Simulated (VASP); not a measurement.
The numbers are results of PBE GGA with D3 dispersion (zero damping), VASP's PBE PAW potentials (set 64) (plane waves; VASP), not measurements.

VASP ran on this input.

**INCAR**
```
SYSTEM  =  CaF2
PREC  =  Accurate; ENCUT  =  520; LREAL  =  F
LASPH  =  T; ICHARG  =  11
EDIFF  =  1E-7; NELM  =  100; ALGO  =  Normal
ISMEAR  =  0; SIGMA  =  0.05
GGA  =  PE; IVDW  =  11
LWAVE  =  F; LCHARG  =  F; LORBIT  =  11
```

KPOINTS:
```
k-points along high-symmetry lines
15
Line-mode
Reciprocal
  0.000000   0.000000   0.000000 ! GAMMA
  0.500000  -0.000000   0.500000 ! X

  0.500000  -0.000000   0.500000 ! X
  0.625000   0.250000   0.625000 ! U

  0.375000   0.375000   0.750000 ! K
  0.000000   0.000000   0.000000 ! GAMMA

  0.000000   0.000000   0.000000 ! GAMMA
  0.500000   0.500000   0.500000 ! L

  0.500000   0.500000   0.500000 ! L
  0.500000   0.250000   0.750000 ! W

  0.500000   0.250000   0.750000 ! W
  0.500000  -0.000000   0.500000 ! X
```

**POSCAR**
```
CaF2
3.8798650
  0.0000000000   0.7071067619   0.7071067619
  0.7071067619   0.0000000000   0.7071067619
  0.7071067619   0.7071067619   0.0000000000
Ca F
1 2
Cartesian
  0.0000000000   0.0000000000   0.0000000000
  0.3535533809   0.3535533809   0.3535533809
  1.0606601428   1.0606601428   1.0606601428
```

POTCAR, in this order: Ca_sv F (PBE.64 set). Program: vasp_std. Read from the step before: CHGCAR.

Output

**OSZICAR**
```
       N       E                     dE             d eps       ncg     rms          rms(c)
DAV:   1     0.216362243542E+03    0.21636E+03   -0.13809E+04  2880   0.152E+03
DAV:   2    -0.807618433831E+01   -0.22444E+03   -0.21987E+03  3744   0.385E+02
DAV:   3    -0.168412682631E+02   -0.87651E+01   -0.87569E+01  3296   0.860E+01
DAV:   4    -0.172028915587E+02   -0.36162E+00   -0.36154E+00  5000   0.127E+01
DAV:   5    -0.172047328820E+02   -0.18413E-02   -0.18413E-02  3256   0.952E-01
DAV:   6    -0.172047758990E+02   -0.43017E-04   -0.43017E-04  4360   0.855E-02
DAV:   7    -0.172047764255E+02   -0.52650E-06   -0.52651E-06  3640   0.124E-02
DAV:   8    -0.172047764419E+02   -0.16426E-07   -0.16436E-07  3728   0.150E-03
   1 F= -.17528026E+02 E0= -.17528026E+02  d E =-.534597E-23
```

### OUTCAR
```
 val. band max:       -1.0401475277   @ k =   0.5000   0.0000   0.5000

 cond. band min:       6.1562247854   @ k =   0.0000   0.0000   0.0000



 k-point     1 :       0.0000    0.0000    0.0000
  band No.  band energies     occupation
      1     -37.1329      2.00000
      2     -20.9425      2.00000
      3     -20.1906      2.00000
      4     -18.0719      2.00000
      5     -18.0719      2.00000
      6     -18.0719      2.00000
      7      -3.1073      2.00000
      8      -3.1073      2.00000
      9      -3.1073      2.00000
     10      -1.2940      2.00000
     11      -1.2940      2.00000
     12      -1.2940      2.00000
     13       6.1562      0.00000
     14       8.0706      0.00000
     15       8.0706      0.00000
     16      10.0779      0.00000

 k-point     2 :       0.0357    0.0000    0.0357
  band No.  band energies     occupation
      1     -37.1323      2.00000
      2     -20.9464      2.00000
      3     -20.1944      2.00000
      4     -18.0731      2.00000
      5     -18.0731      2.00000
      6     -18.0632      2.00000
      7      -3.1036      2.00000
      8      -3.1036      2.00000
      9      -3.0851      2.00000
     10      -1.3329      2.00000
     11      -1.2930      2.00000
     12      -1.2930      2.00000
     13       6.2027      0.00000
     14       8.0678      0.00000
     15       8.0804      0.00000
     16      10.0723      0.00000

 k-point     3 :       0.0714    0.0000    0.0714
  band No.  band energies     occupation
      1     -37.1308      2.00000
      2     -20.9604      2.00000
      3     -20.2056      2.00000
      4     -18.0767      2.00000
      5     -18.0767      2.00000
      6     -18.0378      2.00000
      7      -3.0926      2.00000
      8      -3.0926      2.00000
      9      -3.0192      2.00000
     10      -1.4456      2.00000
     11      -1.2903      2.00000
     12      -1.2903      2.00000
     13       6.3376      0.00000
     14       8.0585      0.00000
...
```

The density is held fixed in this step, so its total energy and stress have no physical meaning.

The compound is CaF2 in the fluorite structure. It was relaxed first.
